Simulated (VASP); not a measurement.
# GaN (Fm-3m) in VASP: Born charges and dielectric tensor with RPBE

Aim: the Born charges and dielectric tensor of GaN with RPBE.

All numbers are computed with VASP 6.6.1; they aren't measurements. Logs are shortened: lines on timing, memory, paths and dates and some standing lists are left out, and cuts for length are marked.

## Step 1: The structure

The structure is cubic, space group Fm-3m (No. 225). Conventional cell: a = 4.305 Å, b = 4.305 Å, c = 4.305 Å, α = 90.00°, β = 90.00°, γ = 90.00°. Ga (site symmetry m-3m) has 6 N at 2.15 Å as nearest neighbours. N (site symmetry m-3m) is surrounded by 6 Ga at 2.15 Å.

Measurements of this composition are mostly on another form, of space group No. 186.

## Step 2: Born charges and dielectric tensor, RPBE

Input file INCAR:

```
SYSTEM = GaN
PREC = Accurate ; ENCUT = 600
EDIFF = 1E-8 ; ISMEAR = 0
SIGMA = 0.02 ; LREAL = .FALSE.
LASPH = .TRUE. ; NELM = 80
ALGO = Fast ; ISIF = 2
LWAVE = .FALSE. ; LCHARG = .FALSE.
GGA = RP ; LEPSILON = .TRUE.
IBRION = 8 ; NSW = 1
```

Input file KPOINTS:

```
regular mesh
0
G
  14 14 14
  0 0 0
```

Input file POSCAR:

```
GaN
1.0
    0.0000000000      2.1523200000      2.1523200000
    2.1523200000      0.0000000000      2.1523200000
    2.1523200000      2.1523200000      0.0000000000
Ga N
1 1
Direct
    0.0000000000      0.0000000000      0.0000000000
    0.5000000000      0.5000000000      0.5000000000
```

Potentials or basis: VASP PAW PBE potentials, release 64 (Ga_d, N).

Launch:

```
cat potpaw_PBE.64/Ga_d/POTCAR potpaw_PBE.64/N/POTCAR > POTCAR
mpirun -np 1 vasp_std > vasp.out
```

OUTCAR:

```text
SYSTEM = GaN
   PREC = Accurate
   ENCUT = 600
   EDIFF = 1E-8
   ISMEAR = 0
   LREAL = .FALSE.
   LASPH = .TRUE.
   NELM = 80
   ISIF = 2
   GGA = RP
   LEPSILON = .TRUE.
   IBRION = 8
   NSW = 1

 ion  position               nearest neighbor table
   1  0.000  0.000  0.000-   2 2.15   2 2.15   2 2.15   2 2.15   2 2.15   2 2.15
   2  0.500  0.500  0.500-   1 2.15   1 2.15   1 2.15   1 2.15   1 2.15   1 2.15

  LATTYP: Found a face centered cubic cell.
 ALAT       =     4.3046400000

  Lattice vectors:

 A1 = (   0.0000000000,   2.1523200000,   2.1523200000)
 A2 = (   2.1523200000,   0.0000000000,   2.1523200000)
 A3 = (   2.1523200000,   2.1523200000,   0.0000000000)

Analysis of symmetry for initial positions (statically):
=====================================================================
 Subroutine PRICEL returns:
 Original cell was already a primitive cell.

 Routine SETGRP: Setting up the symmetry group for a
 face centered cubic supercell.

 Subroutine GETGRP returns: Found 48 space group operations
 (whereof 48 operations were pure point group operations)
 out of a pool of 48 trial point group operations.

The static configuration has the point symmetry O_h .

Analysis of symmetry for dynamics (positions and initial velocities):
=====================================================================
 Subroutine PRICEL returns:
 Original cell was already a primitive cell.

 Routine SETGRP: Setting up the symmetry group for a
 face centered cubic supercell.

 Subroutine GETGRP returns: Found 48 space group operations
 (whereof 48 operations were pure point group operations)
 out of a pool of 48 trial point group operations.

The dynamic configuration has the point symmetry O_h .

 Subroutine INISYM returns: Found 48 space group operations
 (whereof 48 operations are pure point group operations),
 and found     1 'primitive' translations

----------------------------------------------------------------------------------------

                                     Primitive cell

  volume of cell :      19.9412

  direct lattice vectors                    reciprocal lattice vectors
     0.000000000  2.152320000  2.152320000    -0.232307464  0.232307464  0.232307464
     2.152320000  0.000000000  2.152320000     0.232307464 -0.232307464  0.232307464
     2.152320000  2.152320000  0.000000000     0.232307464  0.232307464 -0.232307464

  length of vectors
     3.043840135  3.043840135  3.043840135     0.402368330  0.402368330  0.402368330

  position of ions in fractional coordinates (direct lattice)
     0.000000000  0.000000000  0.000000000
     0.500000000  0.500000000  0.500000000

  ion indices of the primitive-cell ions
   primitive index   ion index
                 1           1
                 2           2

----------------------------------------------------------------------------------------

 KPOINTS: regular mesh

Automatic generation of k-mesh.
 Grid dimensions read from file:
 generate k-points for:   14   14   14

 Generating k-lattice:

  Cartesian coordinates                     Fractional coordinates (reciprocal lattice)
    -0.016593390  0.016593390  0.016593390     0.071428571  0.000000000  0.000000000
     0.016593390 -0.016593390  0.016593390     0.000000000  0.071428571  0.000000000
     0.016593390  0.016593390 -0.016593390     0.000000000  0.000000000  0.071428571

  Length of vectors
     0.028740595  0.028740595  0.028740595

  Shift w.r.t. Gamma in fractional coordinates (k-lattice)
     0.000000000  0.000000000  0.000000000

 Subroutine IBZKPT returns following result:
 ===========================================

 Found    104 irreducible k-points:

 Following reciprocal coordinates:
            Coordinates               Weight
[... 492 lines left out ...]
     0.000000000  2.152320000  2.152320000    -0.232307464  0.232307464  0.232307464
     2.152320000  0.000000000  2.152320000     0.232307464 -0.232307464  0.232307464
     2.152320000  2.152320000  0.000000000     0.232307464  0.232307464 -0.232307464

 POSITION                                       TOTAL-FORCE (eV/Angst)
 -----------------------------------------------------------------------------------
      0.00000      0.00000      0.00000        -0.000000      0.000000      0.000000
      2.15232      2.15232      2.15232         0.000000     -0.000000     -0.000000
 -----------------------------------------------------------------------------------
    total drift:                                0.000000     -0.000000     -0.000000

  FREE ENERGIE OF THE ION-ELECTRON SYSTEM (eV)
  ---------------------------------------------------
  free  energy   TOTEN  =       -10.3532448621 eV

  energy  without entropy=      -10.3532448621  energy(sigma->0) =      -10.35324486

 HEAD OF MICROSCOPIC STATIC DIELECTRIC TENSOR (INDEPENDENT PARTICLE, excluding Hartree and local field effects)
 ------------------------------------------------------
           8.865268    -0.000000     0.000000
          -0.000000     8.865268     0.000000
           0.000000     0.000000     8.865268
 ------------------------------------------------------

 Free energy of the ion-electron system (eV)
  ---------------------------------------------------
  ---------------------------------------------------
  free energy    TOTEN  =        -0.45855495 eV

  energy without entropy =       -0.45855495

------------------------ aborting loop because EDIFF is reached ----------------------------------------

--------------------------------------- Ionic step        2  -------------------------------------------

------------------------ aborting loop because EDIFF is reached ----------------------------------------

--------------------------------------- Ionic step        3  -------------------------------------------

------------------------ aborting loop because EDIFF is reached ----------------------------------------

 PIEZOELECTRIC TENSOR FIELD DIRECTION 3  (e Angst)
 -----------------------------------------------------------------------------
    -0.00003  0.00000  0.00000           ( -0.00002  0.00000 -0.00000)
     0.00000 -0.00003 -0.00000           (  0.00000 -0.00002  0.00000)
     0.00000 -0.00000  0.00038           ( -0.00000  0.00000 -0.00002)

 PIEZOELECTRIC TENSOR FIELD DIRECTION 3  (C/m^2)
 -----------------------------------------------------------------------------
    -0.00003  0.00000  0.00000
     0.00000 -0.00003 -0.00000
     0.00000 -0.00000  0.00030

--------------------------------------- Ionic step        4  -------------------------------------------

------------------------ aborting loop because EDIFF is reached ----------------------------------------

[... ionic steps 5 to 6 ...]

--------------------------------------- Ionic step        7  -------------------------------------------

 Free energy of the ion-electron system (eV)
  ---------------------------------------------------
  ---------------------------------------------------
  free energy    TOTEN  =        -0.23007081 eV

  energy without entropy =       -0.23007081

------------------------ aborting loop because EDIFF is reached ----------------------------------------

 INTERNAL STRAIN TENSOR  FOR ION    2  DIRECTION 1   (eV/Angst):
 -----------------------------------------------------------------------------
    -0.09568  0.00000  0.00000
     0.00000  0.01580 -0.00000
    -0.00000 -0.00000  0.01580

 MACROSCOPIC STATIC DIELECTRIC TENSOR (including local field effects in DFT)
 ------------------------------------------------------
           8.726469    -0.000000    -0.000000
           0.000000     8.726469     0.000000
          -0.000000    -0.000000     8.726469
 ------------------------------------------------------

 PIEZOELECTRIC TENSOR (including local field effects)  for field in x, y, z        (e  Angst)
          XX          YY          ZZ          XY          YZ          ZX
  --------------------------------------------------------------------------------
  x     0.00000     0.00000     0.00000     0.00000     0.00000     0.00000
  y     0.00000     0.00000     0.00000     0.00000     0.00000     0.00000
  z     0.00000     0.00000     0.00000     0.00000     0.00000     0.00000

 PIEZOELECTRIC TENSOR (including local field effects)  for field in x, y, z        (C/m^2)
          XX          YY          ZZ          XY          YZ          ZX
  --------------------------------------------------------------------------------
  x     0.00000     0.00000     0.00000     0.00000     0.00000     0.00000
  y     0.00000     0.00000     0.00000     0.00000     0.00000     0.00000
  z     0.00000     0.00000     0.00000     0.00000     0.00000     0.00000

 BORN EFFECTIVE CHARGES (including local field effects) (in |e|, cummulative output)
 ---------------------------------------------------------------------------------
 ion    1
    1     3.65554     0.00000     0.00000
    2    -0.00000     3.65554     0.00000
    3     0.00000     0.00000     3.65554
 ion    2
    1    -3.65554     0.00000     0.00000
    2     0.00000    -3.65554     0.00000
    3    -0.00000    -0.00000    -3.65554

 INTERNAL STRAIN TENSOR FOR ION    2 for displacements in x,y,z  (eV/Angst):
          X           Y           Z          XY          YZ          ZX
  --------------------------------------------------------------------------------
  x     0.00000     0.00000     0.00000     0.00000     0.00000     0.00000
  y     0.00000     0.00000     0.00000     0.00000     0.00000     0.00000
  z     0.00000     0.00000     0.00000     0.00000     0.00000     0.00000

 SECOND DERIVATIVES (NOT SYMMETRIZED)
 ------------------------------------
               1X          1Y          1Z          2X          2Y          2Z
  1X    -1.505302    0.000000    0.000000    1.505302    0.000000    0.000000
  1Y     0.000000   -1.505302    0.000000    0.000000    1.505302    0.000000
  1Z     0.000000    0.000000   -1.505302    0.000000    0.000000    1.505302
  2X     1.513399    0.000000    0.000000   -1.513399    0.000000    0.000000
  2Y     0.000000    1.513399    0.000000    0.000000   -1.513399    0.000000
  2Z     0.000000    0.000000    1.513399    0.000000    0.000000   -1.513399

 Eigenvectors and eigenvalues of the dynamical matrix
 ----------------------------------------------------

   1 f  =    5.629772 THz    35.372899 2PiTHz  187.788970 cm-1    23.282854 meV
             X         Y         Z           dx          dy          dz
      0.000000  0.000000  0.000000     0.000284    0.027697    0.407082
      2.152320  2.152320  2.152320    -0.000635   -0.061973   -0.910866
[... 21 lines left out ...]
   6 f/i=    0.005625 THz     0.035345 2PiTHz    0.187640 cm-1     0.023264 meV
             X         Y         Z           dx          dy          dz
      0.000000  0.000000  0.000000    -0.308388    0.856543    0.068912
      2.152320  2.152320  2.152320    -0.137824    0.382804    0.030798

--------------------------------------------------------------------------------------------------------

 MACROSCOPIC STATIC DIELECTRIC TENSOR IONIC CONTRIBUTION
 ------------------------------------------------------
          80.338890    -0.000000     0.000000
          -0.000000    80.338890     0.000000
           0.000000     0.000000    80.338890
 ------------------------------------------------------

 ELASTIC MODULI CONTR FROM IONIC RELAXATION (kBar)
 Direction    XX          YY          ZZ          XY          YZ          ZX
 --------------------------------------------------------------------------------
 XX           0.0000      0.0000      0.0000      0.0000      0.0000      0.0000
 YY           0.0000      0.0000      0.0000      0.0000      0.0000      0.0000
 ZZ           0.0000      0.0000      0.0000      0.0000      0.0000      0.0000
 XY           0.0000      0.0000      0.0000      0.0000      0.0000      0.0000
 YZ           0.0000      0.0000      0.0000      0.0000      0.0000      0.0000
 ZX           0.0000      0.0000      0.0000      0.0000      0.0000      0.0000
 --------------------------------------------------------------------------------

 PIEZOELECTRIC TENSOR IONIC CONTR  for field in x, y, z        (C/m^2)
          XX          YY          ZZ          XY          YZ          ZX
  --------------------------------------------------------------------------------
  x     0.00000     0.00000     0.00000     0.00000     0.00000     0.00000
  y     0.00000     0.00000     0.00000     0.00000     0.00000     0.00000
  z     0.00000     0.00000     0.00000     0.00000     0.00000     0.00000
```

It took 4.8 min on 1 thread of Intel Xeon Platinum 8375C at 2.90GHz (Ice Lake), shared host; peak memory 0.35 GiB.

What came out:

```
Band gap on the k mesh                                  : 0.35 eV, indirect (least direct gap 2.10 eV)
Electronic dielectric tensor (diagonal)                 : 8.73
Born charges (mean of the diagonal)                     : Ga +3.66; N -3.66 e
Highest phonon frequency at Γ, LO-TO splitting left out : 188 cm⁻¹
```

Phonon frequencies in cm⁻¹ (negative: imaginary):
```tsv
q point	frequencies
(0.000, 0.000, 0.000)	0 0 0 188 188 188
```

Electronic dielectric tensor:
```
8.73 0.00 0.00
0.00 8.73 0.00
0.00 0.00 8.73
```

Born effective charge tensors (e):
atom 1, Ga
```
3.66 0.00 0.00
0.00 3.66 0.00
0.00 0.00 3.66
```
atom 2, N
```
-3.66  0.00  0.00
 0.00 -3.66  0.00
 0.00  0.00 -3.66
```

Caveat: the gap is small at this level, which inflates the dielectric constant.
